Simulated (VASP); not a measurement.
# ZnSn2N2 (P-4m2) in VASP: notebook, part 2 of 2

VASP 6.6.1. The steps go on from the part before.

## (4) Single point, PBE

INCAR

```
PREC = Accurate
ENCUT = 400
EDIFF = 1E-7
ISMEAR = 0
SIGMA = 0.05
LREAL = False
LASPH = True
NELM = 100
ALGO = Normal
ISIF = 2
LWAVE = False
LCHARG = False
GGA = PE
NBANDS = 33
ADDGRID = False
```

KPOINTS

```
Automatic mesh
0
Gamma
  2 2 1
```

POSCAR

```
ZnSn2N2
1.0
    3.3523260000      0.0000000000      0.0000000000
    0.0000000000      3.3523260000      0.0000000000
    0.0000000000      0.0000000000      8.0642090000
Sn Zn N
2 1 2
Direct
    0.5000000000      0.5000000000      0.3058270000
    0.5000000000      0.5000000000      0.6941730000
    0.0000000000      0.0000000000      0.0000000000
    0.0000000000      0.5000000000      0.8541900000
    0.5000000000      0.0000000000      0.1458100000
```

Potentials or basis: VASP PAW PBE potentials, release 64 (Sn_d, Zn, N).

Started as:

```sh
cat potpaw_PBE.64/Sn_d/POTCAR potpaw_PBE.64/Zn/POTCAR potpaw_PBE.64/N/POTCAR > POTCAR
mpirun -np 1 vasp_std > vasp.out
```

OUTCAR:

```text
PREC = Accurate
   ENCUT = 400
   EDIFF = 1E-7
   ISMEAR = 0
   LREAL = False
   LASPH = True
   NELM = 100
   ISIF = 2
   GGA = PE

 Found      3 irreducible k-points:

 Following reciprocal coordinates:
            Coordinates               Weight
  0.000000  0.000000  0.000000      1.000000
  0.500000  0.000000  0.000000      2.000000
  0.500000  0.500000  0.000000      1.000000
   k-points           NKPTS =      3   k-points in BZ     NKDIM =      3   number of bands    NBANDS=     33
   number of dos      NEDOS =    301   number of ions     NIONS =      5
   total plane-waves  NPLWV =  31104
   dimension x,y,z NGX =    24 NGY =   24 NGZ =   54
   dimension x,y,z NGXF=    48 NGYF=   48 NGZF=  108
   ions per type =               2   1   2
   NGX,Y,Z   is equivalent  to a cutoff of  11.90, 11.90, 11.13 a.u.
   NGXF,Y,Z  is equivalent  to a cutoff of  23.80, 23.80, 22.26 a.u.
 SYSTEM =  unknown system
   PREC   = accura    normal or accurate (medium, high low for compatibility)
   ISTART =      0    job   : 0-new  1-cont  2-samecut
   ICHARG =      2    charge: 1-file 2-atom 10-const
   ISPIN  =      1    spin polarized calculation?
   LNONCOLLINEAR =      F non collinear calculations
   LSORBIT =      F    spin-orbit coupling
   LASPH  =      T    aspherical Exc in radial PAW
   ENCUT  =  400.0 eV  29.40 Ry    5.42 a.u.   5.47  5.47 13.15*2*pi/ulx,y,z
   NELM   =    100;   NELMIN=  2; NELMDL= -5     # of ELM steps
   EDIFF  = 0.1E-06   stopping-criterion for ELM
   LREAL  =      F    real-space projection
   EDIFFG = 0.1E-05   stopping-criterion for IOM
   NSW    =      0    number of steps for IOM
   IBRION =     -1    ionic relax: 0-MD 1-quasi-New 2-CG
   NFREE  =      0    steps in history (QN), initial steepest desc. (CG)
   ISIF   =      2    stress and relaxation
   ISYM   =      2    0-nonsym 1-usesym 2-fastsym
   POTIM  = 0.5000    time-step for ionic-motion
   TEBEG  =    0.0;   TEEND  =   0.0 temperature during run
   PSTRESS=    0.0 pullay stress
   NELECT =      50.0000    total number of electrons
   NUPDOWN=      -1.0000    fix difference up-down
   EMIN   =  10.00;   EMAX   =-10.00  energy-range for DOS
   EFERMI =   0.00;   METHOD = LEGACY
   ISMEAR =     0;   SIGMA  =   0.05  broadening in eV -4-tet -1-fermi 0-gaus
   EFERMI_NEDOS =   21; number of points for ismear=-14 and -15
   IALGO  =     38    algorithm
   IMIX   =      4    mixing-type and parameters
     AMIX     =   0.40;   BMIX     =  1.00
     AMIX_MAG =   1.60;   BMIX_MAG =  1.00
  volume/ion in A,a.u.               =      18.13       122.32
  Fermi-wavevector in a.u.,A,eV,Ry     =   1.342703  2.537341 24.529295  1.802852
  Thomas-Fermi vector in A             =   2.470836
   LORBIT       =      0    0 simple, 1 ext, 2 COOP (PROOUT), +10 PAW based schemes
   GGA     = PE    functional components
   LHFCALC =     F    Hartree Fock is set to
   AEXX    =    0.0000 exact exchange contribution
   IVDW    =     0    specifies the selected vdW correction
   LEPSILON=     F    determine dielectric tensor
   LRPA    =     F    only Hartree local field effects (RPA)
 non-spin polarized calculation
 Gauss-broadening in eV      SIGMA  =   0.05
  energy-cutoff  :      400.00
  volume of cell :       90.63
 maximum number of plane-waves:      1659
 NGX is ok and might be reduce to    24
   NGX = 11   NGY = 11   NGZ = 27

 number of electron      49.9999955 magnetization

 Free energy of the ion-electron system (eV)
  ---------------------------------------------------
  ext. energy  EPLUGINS =         0.00000000
  ---------------------------------------------------
  free energy    TOTEN  =       -23.35444277 eV

  energy without entropy =      -23.35244703  energy(sigma->0) =      -23.35344490

 E-fermi :   5.0810     XC(G=0): -10.1668

 val. band max:        4.9996126452   @ k =   0.5000   0.0000   0.0000
 cond. band min:       5.1623590959   @ k =   0.5000   0.0000   0.0000
 fundamental gap:      0.1627464507
 Fermi energy:         5.0809858706

 k-point     1 :       0.0000    0.0000    0.0000
  band No.  band energies     occupation
      1     -15.7518      2.00000
      2     -15.7489      2.00000
      3     -15.5889      2.00000
      4     -15.5244      2.00000
      5     -15.5244      2.00000
      6     -15.4763      2.00000
[... 25 lines left out ...]
     32      13.0961      0.00000
     33      13.1811      0.00000

 k-point     2 :       0.5000    0.0000    0.0000
  band No.  band energies     occupation
      1     -15.7056      2.00000
      2     -15.6575      2.00000
      3     -15.6296      2.00000
      4     -15.5378      2.00000
      5     -15.5184      2.00000
      6     -15.5078      2.00000
[... 25 lines left out ...]
     32      13.2740      0.00000
     33      13.6563      0.00000

 k-point     3 :       0.5000    0.5000    0.0000
  band No.  band energies     occupation
      1     -15.6921      2.00000
      2     -15.6921      2.00000
      3     -15.5686      2.00000
      4     -15.5615      2.00000
      5     -15.5285      2.00000
      6     -15.5277      2.00000
[... 25 lines left out ...]
     32      11.5618      0.00000
     33      12.6420      0.00000

------------------------ aborting loop because EDIFF is reached ----------------------------------------

  FORCE on cell =-STRESS in cart. coord.  units (eV):
  Direction    XX          YY          ZZ          XY          YZ          ZX
  --------------------------------------------------------------------------------------
  -------------------------------------------------------------------------------------
  Total        2.9939150      2.9939150     -3.0676041      0.0000000      0.0000000      0.0000000
  in kB       52.9292554     52.9292554    -54.2320002      0.0000000      0.0000000      0.0000000
  external PRESSURE =      17.2088369 kB  Pullay stress =       0.0000000 kB

 VOLUME and BASIS-vectors are now :
 -----------------------------------------------------------------------------
  energy-cutoff  :      400.00
  volume of cell :       90.63
      direct lattice vectors                 reciprocal lattice vectors
     3.352326000  0.000000000  0.000000000     0.298300344  0.000000000  0.000000000
     0.000000000  3.352326000  0.000000000     0.000000000  0.298300344  0.000000000
     0.000000000  0.000000000  8.064209000     0.000000000  0.000000000  0.124004723

 POSITION                                       TOTAL-FORCE (eV/Angst)
 -----------------------------------------------------------------------------------
      1.67616      1.67616      2.46625        -0.000000     -0.000000      0.009852
      1.67616      1.67616      5.59796        -0.000000      0.000000     -0.009852
      0.00000      0.00000      0.00000        -0.000000      0.000000      0.000000
      0.00000      1.67616      6.88837        -0.000000      0.000000      0.564791
      1.67616      0.00000      1.17584         0.000000      0.000000     -0.564791
 -----------------------------------------------------------------------------------
    total drift:                                0.000000     -0.000000      0.000000

  FREE ENERGIE OF THE ION-ELECTRON SYSTEM (eV)
  ---------------------------------------------------
  free  energy   TOTEN  =       -23.3544427713 eV

  energy  without entropy=      -23.3524470264  energy(sigma->0) =      -23.35344490
```

It took 11 s on 1 thread of Intel Xeon Platinum 8259CL at 2.50GHz (Skylake/Cascade Lake), shared host; peak memory 0.17 GiB.

These settings aren't checked as converged: the numbers below hold their error.

What came out:

```yaml
Free_energy: -23.3544 eV
Largest_force: 0.565 eV/Å
Band_gap_on_the_k_mesh: none (metal or under the smearing width)
```

Caveat: the k mesh is coarse (spacing up to 0.94 Å⁻¹), so the values aren't converged; the cutoff is under 1.25 times the usual one of these potentials, so pressure, stress and relaxed cells hold a basis-set (Pulay) error.

## (5) Single point, PBE

Edit INCAR of step 4 so:

```diff
@@ -1,3 +1,3 @@
 PREC = Accurate
-ENCUT = 400
+ENCUT = 500
 EDIFF = 1E-7
```

KPOINTS is that of step 4.

POSCAR is that of step 4.

Started as:

```sh
cat potpaw_PBE.64/Sn_d/POTCAR potpaw_PBE.64/Zn/POTCAR potpaw_PBE.64/N/POTCAR > POTCAR
mpirun -np 1 vasp_std > vasp.out
```

It took 13 s on 1 thread of Intel Xeon Platinum 8259CL at 2.50GHz (Skylake/Cascade Lake), shared host; peak memory 0.18 GiB.

The run converged, but some of its settings lie outside the range that counts as converged, so its numbers aren't taken as properties of the crystal.

What came out:

```
Free energy            : -23.3448 eV
Pressure               : 3.3 GPa
Largest force          : 0.556 eV/Å
Band gap on the k mesh : none (metal or under the smearing width)
```

Caveat: the k mesh is coarse (spacing up to 0.94 Å⁻¹), so the values aren't converged.

## (6) Single point, PBE

Edit INCAR of step 5 so:

```diff
@@ -1,3 +1,3 @@
 PREC = Accurate
-ENCUT = 500
+ENCUT = 600
 EDIFF = 1E-7
```

KPOINTS is that of step 5.

POSCAR is that of step 5.

Potentials or basis: VASP PAW PBE potentials, release 64 (Sn_d, Zn, N).

Started as:

```sh
cat potpaw_PBE.64/Sn_d/POTCAR potpaw_PBE.64/Zn/POTCAR potpaw_PBE.64/N/POTCAR > POTCAR
mpirun -np 1 vasp_std > vasp.out
```

OUTCAR:

```text
PREC = Accurate
   ENCUT = 600
   EDIFF = 1E-7
   ISMEAR = 0
   LREAL = False
   LASPH = True
   NELM = 100
   ISIF = 2
   GGA = PE

 Found      3 irreducible k-points:

 Following reciprocal coordinates:
            Coordinates               Weight
  0.000000  0.000000  0.000000      1.000000
  0.500000  0.000000  0.000000      2.000000
  0.500000  0.500000  0.000000      1.000000
   k-points           NKPTS =      3   k-points in BZ     NKDIM =      3   number of bands    NBANDS=     33
   number of dos      NEDOS =    301   number of ions     NIONS =      5
   total plane-waves  NPLWV =  50176
   dimension x,y,z NGX =    28 NGY =   28 NGZ =   64
   dimension x,y,z NGXF=    56 NGYF=   56 NGZF=  128
   ions per type =               2   1   2
   NGX,Y,Z   is equivalent  to a cutoff of  13.89, 13.89, 13.19 a.u.
   NGXF,Y,Z  is equivalent  to a cutoff of  27.77, 27.77, 26.39 a.u.
 SYSTEM =  unknown system
   PREC   = accura    normal or accurate (medium, high low for compatibility)
   ISTART =      0    job   : 0-new  1-cont  2-samecut
   ICHARG =      2    charge: 1-file 2-atom 10-const
   ISPIN  =      1    spin polarized calculation?
   LNONCOLLINEAR =      F non collinear calculations
   LSORBIT =      F    spin-orbit coupling
   LASPH  =      T    aspherical Exc in radial PAW
   ENCUT  =  600.0 eV  44.10 Ry    6.64 a.u.   6.70  6.70 16.11*2*pi/ulx,y,z
   NELM   =    100;   NELMIN=  2; NELMDL= -5     # of ELM steps
   EDIFF  = 0.1E-06   stopping-criterion for ELM
   LREAL  =      F    real-space projection
   EDIFFG = 0.1E-05   stopping-criterion for IOM
   NSW    =      0    number of steps for IOM
   IBRION =     -1    ionic relax: 0-MD 1-quasi-New 2-CG
   NFREE  =      0    steps in history (QN), initial steepest desc. (CG)
   ISIF   =      2    stress and relaxation
   ISYM   =      2    0-nonsym 1-usesym 2-fastsym
   POTIM  = 0.5000    time-step for ionic-motion
   TEBEG  =    0.0;   TEEND  =   0.0 temperature during run
   PSTRESS=    0.0 pullay stress
   NELECT =      50.0000    total number of electrons
   NUPDOWN=      -1.0000    fix difference up-down
   EMIN   =  10.00;   EMAX   =-10.00  energy-range for DOS
   EFERMI =   0.00;   METHOD = LEGACY
   ISMEAR =     0;   SIGMA  =   0.05  broadening in eV -4-tet -1-fermi 0-gaus
   EFERMI_NEDOS =   21; number of points for ismear=-14 and -15
   IALGO  =     38    algorithm
   IMIX   =      4    mixing-type and parameters
     AMIX     =   0.40;   BMIX     =  1.00
     AMIX_MAG =   1.60;   BMIX_MAG =  1.00
  volume/ion in A,a.u.               =      18.13       122.32
  Fermi-wavevector in a.u.,A,eV,Ry     =   1.342703  2.537341 24.529295  1.802852
  Thomas-Fermi vector in A             =   2.470836
   LORBIT       =      0    0 simple, 1 ext, 2 COOP (PROOUT), +10 PAW based schemes
   GGA     = PE    functional components
   LHFCALC =     F    Hartree Fock is set to
   AEXX    =    0.0000 exact exchange contribution
   IVDW    =     0    specifies the selected vdW correction
   LEPSILON=     F    determine dielectric tensor
   LRPA    =     F    only Hartree local field effects (RPA)
 non-spin polarized calculation
 Gauss-broadening in eV      SIGMA  =   0.05
  energy-cutoff  :      600.00
  volume of cell :       90.63
 maximum number of plane-waves:      3036
 NGX is ok and might be reduce to    28
   NGX = 13   NGY = 13   NGZ = 33

 number of electron      50.0000010 magnetization

 Free energy of the ion-electron system (eV)
  ---------------------------------------------------
  ext. energy  EPLUGINS =         0.00000000
  ---------------------------------------------------
  free energy    TOTEN  =       -23.34654880 eV

  energy without entropy =      -23.34450706  energy(sigma->0) =      -23.34552793

 E-fermi :   5.0787     XC(G=0): -10.1661

 val. band max:        4.9976394555   @ k =   0.5000   0.0000   0.0000
 cond. band min:       5.1596843931   @ k =   0.5000   0.0000   0.0000
 fundamental gap:      0.1620449377
 Fermi energy:         5.0786619243

 k-point     1 :       0.0000    0.0000    0.0000
  band No.  band energies     occupation
      1     -15.7536      2.00000
      2     -15.7507      2.00000
      3     -15.5910      2.00000
      4     -15.5265      2.00000
      5     -15.5265      2.00000
      6     -15.4783      2.00000
[... 25 lines left out ...]
     32      13.0926      0.00000
     33      13.1809      0.00000

 k-point     2 :       0.5000    0.0000    0.0000
  band No.  band energies     occupation
      1     -15.7073      2.00000
      2     -15.6593      2.00000
      3     -15.6315      2.00000
      4     -15.5398      2.00000
      5     -15.5206      2.00000
      6     -15.5098      2.00000
[... 25 lines left out ...]
     32      13.2708      0.00000
     33      13.6487      0.00000

 k-point     3 :       0.5000    0.5000    0.0000
  band No.  band energies     occupation
      1     -15.6938      2.00000
      2     -15.6938      2.00000
      3     -15.5704      2.00000
      4     -15.5633      2.00000
      5     -15.5304      2.00000
      6     -15.5296      2.00000
[... 25 lines left out ...]
     32      11.5609      0.00000
     33      12.6407      0.00000

------------------------ aborting loop because EDIFF is reached ----------------------------------------

  FORCE on cell =-STRESS in cart. coord.  units (eV):
  Direction    XX          YY          ZZ          XY          YZ          ZX
  --------------------------------------------------------------------------------------
  -------------------------------------------------------------------------------------
  Total        3.9005174      3.9005174     -2.2087153      0.0000000      0.0000000      0.0000000
  in kB       68.9570288     68.9570288    -39.0477539      0.0000000      0.0000000      0.0000000
  external PRESSURE =      32.9554346 kB  Pullay stress =       0.0000000 kB

 VOLUME and BASIS-vectors are now :
 -----------------------------------------------------------------------------
  energy-cutoff  :      600.00
  volume of cell :       90.63
      direct lattice vectors                 reciprocal lattice vectors
     3.352326000  0.000000000  0.000000000     0.298300344  0.000000000  0.000000000
     0.000000000  3.352326000  0.000000000     0.000000000  0.298300344  0.000000000
     0.000000000  0.000000000  8.064209000     0.000000000  0.000000000  0.124004723

 POSITION                                       TOTAL-FORCE (eV/Angst)
 -----------------------------------------------------------------------------------
      1.67616      1.67616      2.46625         0.000000     -0.000000      0.002172
      1.67616      1.67616      5.59796         0.000000     -0.000000     -0.002172
      0.00000      0.00000      0.00000        -0.000000      0.000000      0.000000
      0.00000      1.67616      6.88837         0.000000      0.000000      0.554960
      1.67616      0.00000      1.17584         0.000000      0.000000     -0.554960
 -----------------------------------------------------------------------------------
    total drift:                                0.000000      0.000000     -0.000000

  FREE ENERGIE OF THE ION-ELECTRON SYSTEM (eV)
  ---------------------------------------------------
  free  energy   TOTEN  =       -23.3465487954 eV

  energy  without entropy=      -23.3445070564  energy(sigma->0) =      -23.34552793
```

stdout:

```text
POSCAR found type information on POSCAR SnZnN
 POSCAR found :  3 types and       5 ions
 scaLAPACK will be used
 LDA part: xc-table for (Slater+PW92), standard interpolation
 POSCAR, INCAR and KPOINTS ok, starting setup
 FFT: planning ... GRIDC
 FFT: planning ... GRID_SOFT
 FFT: planning ... GRID
 WAVECAR not read
 entering main loop
```

Wall time 18 s (1 thread of Intel Xeon Platinum 8259CL at 2.50GHz (Skylake/Cascade Lake), shared host); peak memory 0.22 GiB.

The run converged, but some of its settings lie outside the range that counts as converged, so its numbers aren't taken as properties of the crystal.

Results:

- Free energy: -23.3465 eV
- Pressure: 3.3 GPa
- Largest force: 0.555 eV/Å
- Band gap on the k mesh: none (metal or under the smearing width)

Caveat: the k mesh is coarse (spacing up to 0.94 Å⁻¹), so the values aren't converged.

## (7) For comparison

An earlier run on the cell as given: functional PBE; potentials or basis VASP PAW PBE potentials, release 64 (Sn_d, Zn, N); cutoff 520 eV; k mesh 8 × 8 × 4; occupations fermi-dirac, width 0.05 eV; no spin polarisation.

- Pressure: -0.3 GPa
- Largest force: 0.069 eV/Å
- Band gap on the k mesh: none (metal or under the smearing width)
